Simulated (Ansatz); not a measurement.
## Cutoff convergence: SrO

System: SrO (rock salt type, first atom moved by 0.06 Å along [111]), 2 atoms in the cell.

```
Sr O
1.0
     0.00000    2.60000    2.60000
     2.60000    0.00000    2.60000
     2.60000    2.60000    0.00000
Sr O
1 1
Direct
  0.00666 0.00666 0.00666
  0.50000 0.50000 0.50000
```

These are results of Ansatz, HSE06, plane waves, PAW datasets (generated soft set 1), not measurements.

Exchange singularity: Wigner-Seitz; k-mesh 4×4×4 Γ-centred; Fermi–Dirac smearing of 0.05 eV; no spin polarisation.

| cutoff (eV) | E − E(top) (meV/atom) | pressure at fixed basis (GPa) | corrected pressure (GPa) | rms force change (meV/Å) |
| --- | --- | --- | --- | --- |
| 280 | 269.5 | -16.71 | -2.75 | 12.0 |
| 300 | 147.1 | -11.13 | -2.66 | 1.2 |
| 320 | 72.2 | -7.23 | -2.46 | 5.0 |
| 340 | 37.6 | -5.16 | -2.32 | 5.0 |
| 380 | 7.2 | -2.98 | -2.25 | 1.6 |
| 420 | 1.2 | -2.38 | -2.25 | 0.2 |
| 480 | 0.4 | -2.26 | -2.25 | 0.1 |
| 560 | 0.0 | -2.28 | -2.25 | 0.0 |

Against the 560 eV run, total energies lie within 1 meV/atom from 480 eV on. Forces lie within 5 meV/Å (rms) from 380 eV on. The pressure at a fixed basis moves by -14.44 GPa at 280 eV.
